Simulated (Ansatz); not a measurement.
## Lattice dynamics at Γ of LiNbO3 (LiNbO3 type)

Perturbation theory with PBEsol in Ansatz 0.2.0 on the PBEsol cell, ground state and force constants on a 6×6×6 mesh. Note: simulated data, non-magnetic, for a generated structure that need not be the stable one.

It is trigonal, R3c (No. 161); conventional cell a = 5.135 Å, c = 13.825 Å, 10.52 Å³ an atom. Li has 6 O at 2.05–2.24 Å; Nb has 6 O at 1.88–2.12 Å; O has 2 Nb at 1.88–2.12 Å and 2 Li at 2.05–2.24 Å.

```cif
data_structure
_symmetry_space_group_name_H-M 'R3c:H'
_symmetry_Int_Tables_number 161
_cell_length_a 5.1346
_cell_length_b 5.1346
_cell_length_c 13.8254
_cell_angle_alpha 90.000
_cell_angle_beta 90.000
_cell_angle_gamma 120.000
_cell_volume 315.66
loop_
_atom_site_label
_atom_site_type_symbol
_atom_site_symmetry_multiplicity
_atom_site_Wyckoff_symbol
_atom_site_fract_x
_atom_site_fract_y
_atom_site_fract_z
_atom_site_occupancy
Li1 Li 6 a 0.66667 0.33333 0.11511 1
Nb1 Nb 6 a 0.33333 0.66667 0.16604 1
O1 O 18 b 0.38003 0.36934 0.23029 1
```

Optical modes without the longitudinal term:
```csv
ω (cm⁻¹),degeneracy,"IR intensity, summed over the level ((D/Å)²/amu)"
148,2,48.07
212,1,0.00
219,2,4.51
241,1,55.48
258,2,44.85
270,1,0.03
287,1,0.00
313,2,21.50
334,1,0.92
348,2,27.61
360,2,0.26
397,1,0.00
418,2,3.15
441,1,0.00
568,2,116.79
609,1,57.56
659,2,3.62
876,1,0.00
```

All optical modes at Γ are real, from 148 to 876 cm⁻¹ without the longitudinal term; this says nothing of other wave vectors. The long-range field leaves the highest mode where it is. Of the real levels 13 are infrared active, the strongest at 568 cm⁻¹.

ε∞: 5.51 along x and y, 5.32 along z. With the ions relaxed, ε⁰ is 44.1 along x and y, 28.0 along z. Born charges, averaged over directions: Li +1.14, Nb +7.08, O -2.74 e.

For comparison, on the r2SCAN cell the mean ε∞ is 4.90 with r2SCAN (ground state on 6×6×6; least gap 4.00 eV), 5.29 with PBE (ground state on 6×6×6; least gap 3.59 eV).

The runs are scalar-relativistic, without spin-orbit coupling.
